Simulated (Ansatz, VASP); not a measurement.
# Two plane-wave programs on Te

File INCAR:

```
SYSTEM = Te
  PREC = Accurate
  ENCUT = 520
  EDIFF = 1E-6
  ISMEAR = 0
  SIGMA = 0.01
  LREAL = .FALSE.
  LASPH = .TRUE.
  NELM = 80
  ALGO = Normal
  ISIF = 2
  LWAVE = .FALSE.
  LCHARG = .FALSE.
  GGA = PE
  NBANDS = 16
```

KPOINTS

```
Automatic mesh
0
G
  1 1 1
  0 0 0
```

File POSCAR:

```
Te
1.0
    4.4209096036      0.0079536349     -0.0423800864
   -2.2035667519      3.8798597804      0.0423726818
   -0.0563703493      0.0325340637      5.9587332325
Te
3
Direct
    0.2819961949      0.0217357072      0.1962195827
    0.0406250642      0.2800747766      0.8234310943
    0.6919897832      0.7202014071      0.4930215623
```

Input for Ansatz:

```yaml
crystal:
  lattice:
    - [4.4209096036, 0.0079536349, -0.0423800864]
    - [-2.2035667519, 3.8798597804, 0.0423726818]
    - [-0.0563703493, 0.0325340637, 5.9587332325]
  atoms:
    - { symbol: Te, position: [0.2819961949, 0.0217357072, 0.1962195827] }
    - { symbol: Te, position: [0.0406250642, 0.2800747766, 0.8234310943] }
    - { symbol: Te, position: [0.6919897832, 0.7202014071, 0.4930215623] }
basis:
  ecutwfc: 420
kpoints:
  mp_grid: { grid: [1, 1, 1] }
hamiltonian:
  xc: pbe
scf:
  occupations: { method: gaussian, width: 0.01 }
output:
  forces: true
  stress: true
  eigenvalues: true
```

Change from the starting cell: kmesh displaced: [1, 1, 1] Gamma-centred.

Alike in both runs: task single point; functional PBE; k mesh 1 × 1 × 1; occupations gaussian, width 0.01 eV; no spin polarisation.

|  | VASP | Ansatz |
| --- | --- | --- |
| version | VASP 6.6.1 | Ansatz 0.2.0 |
| potentials or method | VASP PAW PBE potentials, release 64 (Te) | scalar-relativistic, plane waves, PAW |
| plane-wave cutoff (eV) | 520 | 420 |
| valence electrons in the cell | 18 | 48 |

VASP gave:

| Item | Value |
| --- | --- |
| gap on the k mesh at the Fermi level (eV) | 1.53 |
| least direct gap on the mesh (eV) | 1.53 |
| pressure (GPa) | 21.4 |
| largest component of the traceless stress (GPa) | 37.64 |
| rms of the force components (eV/Å) | 1.001 |

**Question.** Which values does Ansatz return?

**Answer.** gap on the k mesh at the Fermi level (eV): 1.55; least direct gap on the mesh (eV): 1.55; pressure (GPa): 21.1; largest component of the traceless stress (GPa): 37.53; rms of the force components (eV/Å): 0.988.

Atom by atom the forces differ by 0.016 eV/Å (rms over components). With one functional, cell and mesh, what is left measures potentials, basis and numerics. The two sets of potentials don't hold the same shells in valence.

Caveats: the k mesh is coarse (spacing up to 1.63 Å⁻¹), so the values aren't converged; so large a pressure means that the cell lies far from this level's equilibrium, or that cutoff or potentials fall short (VASP); spin-orbit coupling is left out, which moves the levels of the heavy elements; an odd mesh through Γ misses points on the zone boundary, where band edges often lie; forces of over 1 eV/Å show positions far from the minimum, so gaps and moduli don't describe the material at rest.
